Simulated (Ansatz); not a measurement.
input.yaml (Ansatz)

```yaml
crystal:
  lattice:
    - [-4.309439097, 4.309439097, 4.309439097]
    - [4.309439097, -4.309439097, 4.309439097]
    - [4.309439097, 4.309439097, -4.309439097]
  atoms:
    - { symbol: Mn, position: [0.3639844444, 1.0, 1.0], spin: -2.156 }
    - { symbol: Mn, position: [0.6102718231, 0.3222500669, 0.0], spin: 0.422 }
    - { symbol: Mn, position: [0.6102718231, 0.0, 0.3222500669], spin: 0.422 }
    - { symbol: Mn, position: [0.8053158468, 0.6276200957, 0.0], spin: -0.124 }
    - { symbol: Mn, position: [0.8053158468, 0.0, 0.6276200957], spin: -0.124 }
    - { symbol: Mn, position: [0.8223042489, 0.1946841532, 0.1946841532], spin: -0.124 }
    - { symbol: Mn, position: [0.0, 0.3639844444, 1.0], spin: -2.156 }
    - { symbol: Mn, position: [0.3222500669, 0.6102718231, 1.0], spin: 0.422 }
    - { symbol: Mn, position: [1.0, 0.6102718231, 0.3222500669], spin: 0.422 }
    - { symbol: Mn, position: [0.6276200957, 0.8053158468, 1.0], spin: -0.124 }
    - { symbol: Mn, position: [0.0, 0.8053158468, 0.6276200957], spin: -0.124 }
    - { symbol: Mn, position: [0.1946841532, 0.8223042489, 0.1946841532], spin: -0.124 }
    - { symbol: Mn, position: [1.0, 1.0, 0.3639844444], spin: -2.156 }
    - { symbol: Mn, position: [1.0, 0.3222500669, 0.6102718231], spin: 0.422 }
    - { symbol: Mn, position: [0.3222500669, 1.0, 0.6102718231], spin: 0.422 }
    - { symbol: Mn, position: [1.0, 0.6276200957, 0.8053158468], spin: -0.124 }
    - { symbol: Mn, position: [0.6276200957, 0.0, 0.8053158468], spin: -0.124 }
    - { symbol: Mn, position: [0.1946841532, 0.1946841532, 0.8223042489], spin: -0.124 }
    - { symbol: Mn, position: [1.0, 0.0, 1.0], spin: 2.888 }
    - { symbol: Mn, position: [0.6360155556, 0.6360155556, 0.6360155556], spin: -2.156 }
    - { symbol: Mn, position: [0.3897281769, 0.3897281769, 0.7119782439], spin: 0.422 }
    - { symbol: Mn, position: [0.7119782439, 0.3897281769, 0.3897281769], spin: 0.422 }
    - { symbol: Mn, position: [0.3897281769, 0.7119782439, 0.3897281769], spin: 0.422 }
    - { symbol: Mn, position: [0.6777499331, 0.6777499331, 0.2880217561], spin: 0.422 }
    - { symbol: Mn, position: [0.2880217561, 0.6777499331, 0.6777499331], spin: 0.422 }
    - { symbol: Mn, position: [0.6777499331, 0.2880217561, 0.6777499331], spin: 0.422 }
    - { symbol: Mn, position: [0.3723799043, 0.3723799043, 0.1776957511], spin: -0.124 }
    - { symbol: Mn, position: [0.1776957511, 0.3723799043, 0.3723799043], spin: -0.124 }
    - { symbol: Mn, position: [0.3723799043, 0.1776957511, 0.3723799043], spin: -0.124 }
hamiltonian:
  xc: pbe
  pseudopotentials:
    kind: paw
    azcp:
      Mn: "pseudopotentials/Mn.paw.azcp"
basis:
  ecutwfc: 420
  fft_grid_basis: typed
kpoints:
  mp_grid: { grid: [4, 4, 4], shift: [0, 0, 0] }
magnetization:
  spin_polarized: true
scf:
  occupations: { method: fermi_dirac, width: 0.05 }
```

Terminal output

```
Engine: ansatz 0.2.0, x86_64-unknown-linux-gnu
Pseudopotentials: kind: paw
Pseudopotential: Mn, paw, valence charge 15, recommended cutoff 420 eV (normal) 
Functional definition: PBE
  parameter kappa = 0.804
  parameter beta = 0.06672455060314922
  exchange = pbe_x(kappa = kappa, mu = beta*pi^2/3)
  correlation = pbe_c(beta = beta)
Crystal: 29 atoms, lattice volume = 320.127 Å³
Basis set: ecut = 420 eV, 6339 PW (Γ)
Bands: 272, of which v1, the nominal top of the filled ones, is band 218 counted from 1 (217 counted from 0)
Symmetry: 24 space group operations
Space group: I-43m (ITA 217), of the structure as read, at distance tolerance 6.8e-5 Å
Magnetic group: BNS 217.78 (UNI 1580), of the structure as read, at distance tolerance 6.8e-5 Å
k-points: 8 of 64 (time reversal used)
Non-local potential: Mn, projectors of the file, l = 0: 3, l = 1: 2, l = 2: 3, l = 3: 1
PAW form: soft (Blöchl's): semilocal exchange-correlation on the pseudo side does not see the compensation charge
PAW one-centre angular grid: Mn, 590 points (default); XC on 64 Gauss nodes
Initial density: superposition of atomic densities (chi_scale 0.1, normalization cell)
Starting moments: Σ|m| = 18.064 μB on 29 of 29 sites
Initial wavefunctions: pseudopotential atomic-orbital guess
Functional: x = pbe(κ = 0.804, μ = 0.2195149727645171), c = pbe(β = 0.06672455060314922)
SCF iter   1: F=—  HF=-113064.463652 eV  |F-HF|=—  |Δ(HF+E_count)|=         —  Δρ=6.78e-2 (↑6.78e-2 ↓6.77e-2)  dr2=3.93e1  dr2_m=5.79e-1  M=-1.792 μB ∫|m|=15.514 μB  β_m=0.30  ethr=3.10e-3  ⟨swp⟩=4.1  Hψ=12518  notcnv=0
Mixer restart at iter 1: flushing history
spin=Collinear: Kerker preconditioning applied to the charge; magnetization (m = ρ↑ − ρ↓) channel mixes plain (no charge-response kernel on spin).
SCF iter   2: F=—  HF=-113049.060642 eV  |F-HF|=—  |Δ(HF+E_count)|=    1.54e1  Δρ=2.97e-2 (↑2.94e-2 ↓2.97e-2)  dr2=8.32e0  dr2_m=1.51e-1  M=-1.740 μB ∫|m|=16.057 μB  β_m=0.40  ethr=3.10e-3  ⟨swp⟩=3.0  Hψ=7558  notcnv=0  defer=282
SCF iter   3: F=—  HF=-113059.482828 eV  |F-HF|=—  |Δ(HF+E_count)|=    1.04e1  Δρ=1.05e-2 (↑1.01e-2 ↓1.05e-2)  dr2=1.08e0  dr2_m=5.35e-2  M=-1.717 μB ∫|m|=16.540 μB  β_m=0.70  ethr=1.91e-3  ⟨swp⟩=2.6  Hψ=6508  notcnv=0  defer=277
SCF iter   4: F=—  HF=-113066.948168 eV  |F-HF|=—  |Δ(HF+E_count)|=    7.47e0  Δρ=6.18e-3 (↑5.50e-3 ↓6.18e-3)  dr2=4.02e-1  dr2_m=2.33e-2  M=-1.776 μB ∫|m|=16.998 μB  β_m=0.85  ethr=2.49e-4  ⟨swp⟩=4.2  Hψ=7971  notcnv=0  defer=175
SCF iter   5: F=—  HF=-113067.018294 eV  |F-HF|=—  |Δ(HF+E_count)|=   7.01e-2  Δρ=7.12e-3 (↑7.12e-3 ↓4.85e-3)  dr2=2.48e-1  dr2_m=3.19e-2  M=-1.816 μB ∫|m|=17.386 μB  β_m=0.68  ethr=9.24e-5  ⟨swp⟩=3.8  Hψ=8524  notcnv=0  defer=175
SCF iter   6: F=—  HF=-113067.057975 eV  |F-HF|=—  |Δ(HF+E_count)|=         —  Δρ=6.51e-3 (↑5.85e-3 ↓6.51e-3)  dr2=1.68e-2  dr2_m=1.07e-1  M=-1.905 μB ∫|m|=18.261 μB  β_m=0.68  ethr=5.70e-5  ⟨swp⟩=3.2  Hψ=8641  notcnv=0  defer=175
Mixer restart at iter 6: flushing history
SCF iter   7: F=—  HF=-113067.057199 eV  |F-HF|=—  |Δ(HF+E_count)|=   7.76e-4  Δρ=3.58e-3 (↑3.48e-3 ↓3.58e-3)  dr2=1.46e-3  dr2_m=3.60e-2  M=-1.897 μB ∫|m|=18.605 μB  β_m=0.84  ethr=3.87e-6  ⟨swp⟩=2.1  Hψ=8350  notcnv=0  defer=172
SCF iter   8: F=—  HF=-113067.058544 eV  |F-HF|=—  |Δ(HF+E_count)|=   1.34e-3  Δρ=1.85e-3 (↑1.57e-3 ↓1.85e-3)  dr2=6.01e-3  dr2_m=6.77e-3  M=-1.886 μB ∫|m|=19.210 μB  β_m=0.87  ethr=3.36e-7  ⟨swp⟩=2.3  Hψ=8268  notcnv=0  defer=172
SCF iter   9: F=—  HF=-113067.056699 eV  |F-HF|=—  |Δ(HF+E_count)|=   1.85e-3  Δρ=1.60e-3 (↑1.60e-3 ↓1.33e-3)  dr2=1.51e-2  dr2_m=2.64e-3  M=-1.843 μB ∫|m|=19.429 μB  β_m=0.93  ethr=3.36e-7  ⟨swp⟩=2.8  Hψ=9117  notcnv=0  defer=172
SCF iter  10: F=—  HF=-113067.057711 eV  |F-HF|=—  |Δ(HF+E_count)|=   1.01e-3  Δρ=1.01e-3 (↑1.01e-3 ↓5.58e-4)  dr2=4.47e-3  dr2_m=7.37e-4  M=-1.842 μB ∫|m|=19.574 μB  β_m=0.79  ethr=3.36e-7  ⟨swp⟩=2.1  Hψ=8516  notcnv=0  defer=166
SCF iter  11: F=—  HF=-113067.056479 eV  |F-HF|=—  |Δ(HF+E_count)|=   1.23e-3  Δρ=4.12e-4 (↑2.63e-4 ↓4.12e-4)  dr2=1.42e-4  dr2_m=2.98e-4  M=-1.825 μB ∫|m|=19.667 μB  β_m=0.73  ethr=3.36e-7  ⟨swp⟩=2.1  Hψ=8109  notcnv=0  defer=163
SCF iter  12: F=—  HF=-113067.056383 eV  |F-HF|=—  |Δ(HF+E_count)|=   9.60e-5  Δρ=2.41e-4 (↑2.41e-4 ↓1.19e-4)  dr2=3.11e-4  dr2_m=3.45e-5  M=-1.828 μB ∫|m|=19.668 μB  β_m=0.86  ethr=3.26e-8  ⟨swp⟩=2.0  Hψ=7920  notcnv=0  defer=163
SCF iter  13: F=—  HF=-113067.056482 eV  |F-HF|=—  |Δ(HF+E_count)|=   9.90e-5  Δρ=2.30e-4 (↑2.30e-4 ↓1.08e-4)  dr2=2.25e-4  dr2_m=3.75e-5  M=-1.822 μB ∫|m|=19.673 μB  β_m=0.67  ethr=3.26e-8  ⟨swp⟩=2.0  Hψ=7501  notcnv=0  defer=163
SCF iter  14: F=—  HF=-113067.056454 eV  |F-HF|=—  |Δ(HF+E_count)|=   2.79e-5  Δρ=6.03e-5 (↑6.03e-5 ↓3.35e-5)  dr2=1.16e-5  dr2_m=5.30e-6  M=-1.821 μB ∫|m|=19.676 μB  β_m=0.84  ethr=3.26e-8  ⟨swp⟩=2.0  Hψ=7654  notcnv=0  defer=163
SCF iter  15: F=—  HF=-113067.056452 eV  |F-HF|=—  |Δ(HF+E_count)|=   1.46e-6  Δρ=2.25e-5 (↑2.17e-5 ↓2.25e-5)  dr2=1.26e-6  dr2_m=9.91e-7  M=-1.821 μB ∫|m|=19.676 μB  β_m=0.92  ethr=2.66e-9  ⟨swp⟩=2.0  Hψ=5687  notcnv=0  defer=163
SCF iter  16: F=—  HF=-113067.056452 eV  |F-HF|=—  |Δ(HF+E_count)|=   3.06e-7  Δρ=1.31e-5 (↑9.23e-6 ↓1.31e-5)  dr2=1.27e-6  dr2_m=9.26e-8  M=-1.821 μB ∫|m|=19.677 μB  β_m=0.74  ethr=2.89e-10  ⟨swp⟩=2.0  Hψ=6984  notcnv=0  defer=163
SCF iter  17: F=—  HF=-113067.056452 eV  |F-HF|=—  |Δ(HF+E_count)|=   5.65e-8  Δρ=5.80e-6 (↑2.46e-6 ↓5.80e-6)  dr2=1.50e-7  dr2_m=1.23e-8  M=-1.821 μB ∫|m|=19.677 μB  β_m=0.68  ethr=2.89e-10  ⟨swp⟩=2.0  Hψ=6834  notcnv=0  defer=163
SCF iter  18: F=—  HF=-113067.056452 eV  |F-HF|=—  |Δ(HF+E_count)|=   1.73e-8  Δρ=1.59e-6 (↑1.59e-6 ↓9.76e-7)  dr2=1.23e-8  dr2_m=1.51e-9  M=-1.821 μB ∫|m|=19.678 μB  β_m=0.84  ethr=3.44e-11  ⟨swp⟩=2.0  Hψ=6794  notcnv=0  defer=163
SCF iter  19: F=-113067.056452 eV  HF=-113067.056452 eV  |F-HF|=6.26e-8  |Δ(HF+E_count)|=   7.32e-9  Δρ=2.00e-6 (↑2.00e-6 ↓1.84e-6)  dr2=6.65e-8  dr2_m=2.34e-10  M=-1.821 μB ∫|m|=19.678 μB  ethr=2.82e-12  ⟨swp⟩=7.4  Hψ=14651  notcnv=0
SCF 1 converged in 19 iterations: F = -113067.056452 eV  dr2 = 6.65e-8
SCF converged after 19 iterations
Magnetization: -1.8210 μB (216.5895 up, 218.4105 down)
Absolute magnetization: 19.8839 μB (∫|ρ↑−ρ↓|, with the PAW one-centre terms)
Spin contamination: 7.4355 ħ² per cell (⟨S²⟩ above its minimum at these occupations)
Per-site moments (μB) at R_I (Å): [(-2.142292930919955, 1.0285408040443764), (0.43157940430692326, 0.9317937169467848), (0.4315794043069231, 0.9317937169467848), (-0.12128198908275856, 0.8934427670143571), (-0.12128198908275889, 0.8934427670143571), (-0.1212819890827589, 0.8934427670143573), (-2.142292930919958, 1.0285408040443764), (0.4315794043069222, 0.9317937169467848), (0.43157940430692243, 0.9317937169467848), (-0.12128198908275892, 0.8934427670143571), (-0.12128198908275861, 0.8934427670143571), (-0.12128198908275904, 0.8934427670143573), (-2.1422929309199588, 1.0285408040443764), (0.43157940430692265, 0.9317937169467848), (0.43157940430692243, 0.9317937169467848), (-0.12128198908275874, 0.8934427670143571), (-0.12128198908275896, 0.8934427670143571), (-0.12128198908275835, 0.8934427670143573), (2.8889666789885413, 1.102587963500347), (-2.1422929309199565, 1.0285408040443764), (0.43157940430692265, 0.9317937169467849), (0.4315794043069222, 0.9317937169467848), (0.4315794043069226, 0.9317937169467848), (0.4315794043069226, 0.9317937169467849), (0.43157940430692204, 0.9317937169467849), (0.43157940430692215, 0.9317937169467849), (-0.12128198908275871, 0.8934427670143573), (-0.1212819890827589, 0.8934427670143573), (-0.1212819890827587, 0.8934427670143573)]
Free energy (F): -113067.056452 eV
Harris-Foulkes:  -113067.056452 eV  (|F-HF|=6.26e-8)
Internal energy: -113066.798383 eV  (E = F + TS)
E sigma→0 (E₀):  -113066.927417 eV
Entropy (-TS):   -0.258069 eV (-8.899 meV/atom)
Fermi energy:    19.775630 eV
--- Per-component energies (eV) ---
  E_band       = -4825.996344
  E_kinetic    = 8928.744183
  E_local      = -46526.616093  (includes V_loc(G=0)·N_el)
  E_nonlocal   = 6869.746454
  E_hartree    = 19349.543166
  E_xc         = -3353.677827
  E_vxc        = -4297.525016  (∫ρ·V_xc dr)
  E_paw        = -37599.174424  (= ΣΔE_a)
  E_vpaw       = -8499.430272  (= ΣTr[D̂ρ^β])
  E_aug_tail   = -0.000272  (compensation charges beyond the density's cutoff)
  E_ewald      = -60735.363570
  E_smearing   = -0.258069  (= −TS)
  E_closure    = 0.000000  (closes the sum)
  Σ components = -113067.056452   (vs F -113067.056452, Δ=0.00e0)
```
